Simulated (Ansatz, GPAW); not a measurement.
# hexatriene-1,6-dithiol between two Pt chains: relaxation, then transmission at several levels, part 5 of 5

Wanted: T(E) of hexatriene-1,6-dithiol between two Pt chains at a relaxed geometry in two programs, beside the unrelaxed structure.

GPAW 26.7.0 and Ansatz 0.2.0; Ansatz plane waves; relaxation of the junction with the lead ends held; PAW set soft_1 (the session's first sound run).

So far, transmission at the Fermi level (one spin): step 3 (plane waves, PBE) 0.102; step 5 (GPAW, szp: basis = "szp(dzp)", PBE, GPAW) 0.0928; step 6 (GPAW, sz: basis = "sz(dzp)", PBE, GPAW) 0.106; step 7 (RPBE in the dzp basis: xc = "RPBE") 0.0965; step 8 (without the relaxation: geometry = "as built", PBE, GPAW) 0.608.

## Step 11: A varied run

One more run, with changed settings.

This step: GPAW LCAO, PAW setups; Landauer transmission from Green's functions with principal layers (ASE), zero bias (GPAW 26.7.0).

Input file run.py:

```python
import json
import numpy as np
from ase import Atoms
from ase.transport.calculators import TransportCalculator
from gpaw import GPAW, FermiDirac
from gpaw.lcao.tools import get_lcao_hamiltonian
from scipy.linalg import eigh

# The junction with lead layers at both ends, along the third cell vector
device = Atoms(
    ['Pt', 'Pt', 'Pt', 'Pt', 'Pt', 'Pt', 'Pt', 'Pt', 'S', 'C', 'H', 'H', 'C', 'C', 'H', 'H', 'C', 'C', 'H', 'H', 'C', 'S', 'Pt', 'Pt', 'Pt', 'Pt', 'Pt', 'Pt', 'Pt', 'Pt'],
    positions=[
        [6.08030, 4.50000, 1.20000],
        [6.08030, 4.50000, 3.60000],
        [6.08030, 4.50000, 6.00000],
        [6.08030, 4.50000, 8.40000],
        [6.08030, 4.50000, 10.80000],
        [6.08030, 4.50000, 13.20000],
        [4.66870, 4.58284, 15.10975],
        [5.19861, 4.54374, 17.47683],
        [3.81085, 4.56797, 19.13329],
        [4.25356, 4.55190, 20.76505],
        [6.40784, 4.51732, 20.89498],
        [3.34416, 4.56332, 21.37968],
        [5.47187, 4.52848, 21.46017],
        [5.50576, 4.52075, 22.85621],
        [7.63237, 4.49196, 23.11772],
        [4.54502, 4.53128, 23.38186],
        [6.67154, 4.50201, 23.64322],
        [6.70494, 4.49546, 25.03928],
        [8.83281, 4.46738, 25.12174],
        [5.76861, 4.50525, 25.60389],
        [7.92275, 4.47604, 25.73539],
        [8.36328, 4.46335, 27.36776],
        [6.97235, 4.47919, 29.02178],
        [7.49827, 4.46376, 31.38975],
        [6.08030, 4.50000, 33.29597],
        [6.08030, 4.50000, 35.69597],
        [6.08030, 4.50000, 38.09597],
        [6.08030, 4.50000, 40.49597],
        [6.08030, 4.50000, 42.89597],
        [6.08030, 4.50000, 45.29597]],
    cell=[[12.16059, 0.0, 0.0], [0.0, 9.0, 0.0], [0.0, 0.0, 46.49597]],
    pbc=True)

# One principal layer of the lead: the first 5 atoms of the device
lead = Atoms(
    ['Pt', 'Pt', 'Pt', 'Pt', 'Pt'],
    positions=[
        [6.08030, 4.50000, 1.20000],
        [6.08030, 4.50000, 3.60000],
        [6.08030, 4.50000, 6.00000],
        [6.08030, 4.50000, 8.40000],
        [6.08030, 4.50000, 10.80000]],
    cell=[[12.16059, 0.0, 0.0], [0.0, 9.0, 0.0], [0.0, 0.0, 12.0]],
    pbc=True)

settings = dict(mode='lcao', basis='dzp', xc='PBE', h=0.2,
                occupations=FermiDirac(2.0), maxiter=60,
                mixer=dict(beta=0.1, nmaxold=8, weight=100.0),
                convergence=dict(density=0.0001))
energies = np.arange(-2, 2 + 1e-9, 0.025)
eta = 0.0001
n1, n2 = 1, 1
# k and -k transmit alike, so half of the mesh across the current serves
mesh = [(i, j) for i in range(n1) for j in range(n2) if (i, j) <= (-i % n1, -j % n2)]
weights = np.array([1 if (i, j) == (-i % n1, -j % n2) else 2 for i, j in mesh]) / (n1 * n2)


def ground_state(atoms, size, txt):
    atoms.calc = GPAW(kpts={'size': size, 'gamma': True}, symmetry={'tolerance': 1e-3}, txt=txt, **settings)
    atoms.get_potential_energy()
    return atoms.calc.get_fermi_level()


def blocks(atoms, fermi, points, nz, cells):
    """H - E_F S and S between cell 0 and the cells above it, at each point across the current."""
    kz = np.arange(nz) / nz
    calc = atoms.calc.fixed_density(kpts=[(*k, z) for k in points for z in kz], symmetry='off', txt=None)
    H, S = get_lcao_hamiltonian(calc)
    H = (H - fermi * S).reshape(len(H), len(points), nz, *S.shape[1:])
    S = S.reshape(H.shape[1:])
    phases = [np.exp(-2j * np.pi * kz * R) / nz for R in cells]
    return [(np.einsum('skzij,z->ksij', H, p), np.einsum('kzij,z->kij', S, p)) for p in phases]


def pair(a, b):
    return np.block([[a, b], [b.T.conj(), a]])


def count_channels(h, s, cells, nk=240):
    """Half the number of times that the lead's bands cross each energy, unfolded to its shortest repeat."""
    b = len(h) // cells
    bands = []
    for k in (np.arange(nk + 1) + 0.5) / nk:
        hk, sk = h[:b, :b].copy(), s[:b, :b].copy()
        for R in range(1, cells):
            phase, block = np.exp(2j * np.pi * k * R), slice(R * b, (R + 1) * b)
            hk += h[:b, block] * phase + (h[:b, block] * phase).T.conj()
            sk += s[:b, block] * phase + (s[:b, block] * phase).T.conj()
        w, u = eigh(sk)
        x = u[:, w > 1e-5] / w[w > 1e-5]**0.5  # drop near-dependent combinations
        bands.append(np.r_[eigh(x.T.conj() @ hk @ x, eigvals_only=True), [1e9] * (w <= 1e-5).sum()])
    below = np.array(bands)[:, :, None] < energies
    return (below[1:] != below[:-1]).sum((0, 1)) / 2


fermi_lead = ground_state(lead, (1, 1, 10), 'lead.txt')
fermi_device = ground_state(device, (1, 1, 2), 'device.txt')
T, channels, eigen, tail, misfit, shifts = [], [], [], 0.0, 0.0, []
for first in range(0, len(mesh), 123):
    points = [(i / n1, j / n2) for i, j in mesh[first:first + 123]]
    (H0k, S0k), (H1k, S1k), (H2k, _) = blocks(lead, fermi_lead, points, 5, range(3))
    [(Hk, Sk)] = blocks(device, fermi_device, points, 2, [0])
    tail = max(tail, abs(H2k).max())
    for H0, S0, H1, S1, H, S in zip(H0k, S0k, H1k, S1k, Hk, Sk):
        n = len(S0)
        # Shift the lead onto the potential of the device's first layer
        shift = ((H[:, 0, 0] - H0[:, 0, 0]) / S0[0, 0]).real.mean()
        shifts.append(shift)
        misfit = max(misfit, abs(H[:, :n, :n] - H0 - shift * S0).max())
        Tk, Ck, Ek = [], [], []
        for s in range(len(H)):
            t = s % len(H0)  # a lead without moments serves both spins
            h1, s1 = pair(H0[t] + shift * S0, H1[t] + shift * S1), pair(S0, S1)
            leads = dict(h1=h1, s1=s1, energies=energies, eta=eta, eta1=eta, eta2=eta)
            calc = TransportCalculator(h=H[s], s=S, eigenchannels=3, **leads)
            Tk.append(calc.get_transmission())
            Ek.append(np.sort(calc.eigenchannels_ne, axis=0)[::-1])
            Ck.append(count_channels(h1, s1, 10))
        T.append(Tk)
        channels.append(Ck)
        eigen.append(Ek)
T, channels = np.array(T), np.array(channels)
mean, open_channels = np.einsum('kse,k->se', T, weights), np.einsum('kse,k->se', channels, weights)

print(f'basis functions: device {len(S)}, principal layer {n}')
print(f'Fermi level: lead {fermi_lead:.4f} eV, device {fermi_device:.4f} eV; lead shifted by {np.mean(shifts):.4f} eV')
print(f'largest coupling past the next layer {tail:.2e} eV, largest misfit of the first layer {misfit:.3f} eV')
print('  E-E_F (eV)   ' + 'T (one spin)  channels')
for e, t, c in zip(energies, mean.T, open_channels.T):
    print(f'{e:10.3f}  ', *[f'{x:11.4e}' for x in t], *[f'{x:9.4f}' for x in c])

kT = 8.617333e-5 * 300
fine = np.linspace(energies[0], energies[-1], 4001)
both = np.exp(np.interp(fine, energies, np.log(np.maximum(mean.sum(0) * 2 / len(mean), 1e-30))))
fermi = lambda mu: 1 / (1 + np.exp(np.clip((fine - mu) / kT, -200, 200)))
slope = fermi(0) * (1 - fermi(0)) / kT
G = np.trapezoid(both * slope, fine) / 2
seebeck = -np.trapezoid(both * slope * fine, fine) / (2 * G * 300) * 1e6
print(f'conductance at 300 K: {G:.5g} G0 a cell; thermopower {seebeck:.4g} uV/K')
bias = [0.1, 0.2, 0.5, 1.0, 1.5, 2.0]
current = [38.74 * np.trapezoid(both * (fermi(V / 2) - fermi(-V / 2)), fine) for V in bias]
for V, I in zip(bias, current):
    print(f'current from the zero-bias T(E) at {V} V: {I:.5g} uA')
zero = abs(energies).argmin()
json.dump(dict(energies=energies.tolist(), T=mean.tolist(), channels=open_channels.tolist(), G=G, seebeck=seebeck,
               bias=bias, current=current, tail=tail, misfit=misfit, shift=np.mean(shifts), n_device=len(S), n_lead=n,
               fermi=[fermi_lead, fermi_device], energy=device.get_potential_energy(),
               moments=device.get_magnetic_moments().tolist(), mesh=mesh, weights=weights.tolist(),
               T_k=T[:, :, zero].tolist(), eigen=np.array(eigen[0]).tolist()), open('result.json', 'w'))
```

Started as:

```bash
OMP_NUM_THREADS=1 OPENBLAS_NUM_THREADS=1 python run.py
```

What it wrote:

```text
basis functions: device 566, principal layer 135
Fermi level: lead -4.5301 eV, device -3.8733 eV; lead shifted by -0.1000 eV
largest coupling past the next layer 8.43e-06 eV, largest misfit of the first layer 0.235 eV
  E-E_F (eV)   T (one spin)  channels
    -2.000    5.3306e-01    4.0000
    -1.975    3.0878e-01    4.0000
    -1.950    1.8138e-01    4.0000
    -1.925    1.1163e-01    4.0000
    -1.900    7.1967e-02    4.0000
    -1.875    4.8234e-02    4.0000
    -1.850    3.3342e-02    4.0000
    -1.825    2.3616e-02    4.0000
    -1.800    1.7058e-02    4.0000
    -1.775    1.2522e-02    4.0000
    -1.750    9.3230e-03    4.0000
    -1.725    7.0322e-03    4.0000
    -1.700    5.3723e-03    4.0000
    -1.675    4.1587e-03    4.0000
    -1.650    3.2667e-03    4.0000
    -1.625    2.6117e-03    3.0000
[...]
1.825    6.8808e-05    1.0000
     1.850    7.1419e-05    1.0000
     1.875    7.4655e-05    1.0000
     1.900    7.8552e-05    1.0000
     1.925    8.3168e-05    1.0000
     1.950    8.8592e-05    1.0000
     1.975    9.4942e-05    1.0000
     2.000    1.0238e-04    1.0000
conductance at 300 K: 1.0285e-05 G0 a cell; thermopower 8.219 uV/K
current from the zero-bias T(E) at 0.1 V: 7.9796e-05 uA
current from the zero-bias T(E) at 0.2 V: 0.00016023 uA
current from the zero-bias T(E) at 0.5 V: 0.00041194 uA
current from the zero-bias T(E) at 1.0 V: 0.00091224 uA
current from the zero-bias T(E) at 1.5 V: 0.0016225 uA
current from the zero-bias T(E) at 2.0 V: 0.0026379 uA
```

The job ended after 6 min (1 thread of Arm Neoverse V1, shared host; peak memory 2 GiB).

The run finished. A setting was moved off its sound value on purpose, so it serves as a test and not as the result.

The fault put into the input: a smearing of electronvolts (width = 2.0).

Side by side:

| quantity | this run | sound run | difference |
| --- | --- | --- | --- |
| conductance (G₀) | 1.029e-5 | 0.12290 | -0.123 |
| thermopower (μV/K) | 8.2188 | 94.920 | -86.7 |
| largest coupling past the next principal layer (eV) | 8.427e-6 | 8.089e-6 | 3.4e-7 |
| largest misfit of the first principal layer (eV) | 0.23484 | 0.11265 | 0.122 |
| shift that aligns the lead (eV) | -0.099978 | -0.0030070 | -0.0970 |
| transmission at the Fermi level (one spin) | 1.025e-5 | 0.096972 | -0.0970 |

One result that differs is the conductance, 1.0e-5 G₀ against 0.123 G₀.

## Step 12: Summary of results

```json
{"conductance": "0.123 G₀", "transmission at the Fermi level, mean of the spins": "0.0970", "thermopower": "94.9 μV/K"}
```

**Reading.** In the dzp basis the junction conducts 0.123 G₀ at 300 K, with T = 0.0970 a spin at the Fermi level; the sz basis reaches that conductance within 10 %. Relaxation moved atoms by up to 1.5 Å and took the conductance from 0.599 to 0.123 G₀, as a ratio a larger change than the step from dzp to the minimal basis. The conductance differs from T at the Fermi level because it averages T(E) over the thermal window, about 0.09 eV wide, in which T changes. Plane waves (PBE) give T = 0.102 there. At the Fermi level one eigenchannel carries the current (0.097). The positive thermopower says that the thermally weighted transmission is larger below the Fermi level, as for hole-like transport. Measured against the first run (pw-pbe), the nearest curve is that of dzp-RPBE (r.m.s. 0.17) and the farthest that of asbuilt (0.34). Over the compared runs wall time goes from 348 s (sz) to 6917 s (pw-pbe), on a shared host; the plane-wave run used 4 threads and the orbital runs 1. Moves of this size go well beyond a change of bond lengths: the free chain atoms or the scatterer took up a new arrangement, and the name in the title describes the start. The leads kept an estimated spacing and the cell its length, so the junction may be under some tension or compression. The run had no spin polarisation, so a magnetic state, which chains and small molecules with open shells often have, wasn't tested. Spin-orbit coupling is left out, which matters for the heavy atoms here. Semilocal functionals put molecular levels too near the Fermi level, so such conductances usually come out too high, and chain electrodes have a sharper density of states than real ones. An evenly spaced straight chain is an idealisation: free chains tend to dimerise, zigzag or, where a band edge lies near the Fermi level, turn magnetic. The currents use the zero-bias T(E) throughout, which holds only while the bias is small against the distance to the nearest feature.

[Logs are printed without paths, hosts, clocks, repeated set-up lines and the standing remarks that a program may print on its own settings, such as how far it seeks lower states.]

[Hosts, paths, dates, database ids (printed as entryN), source tags and the programs' standing remarks are cut or masked in the printed files.]
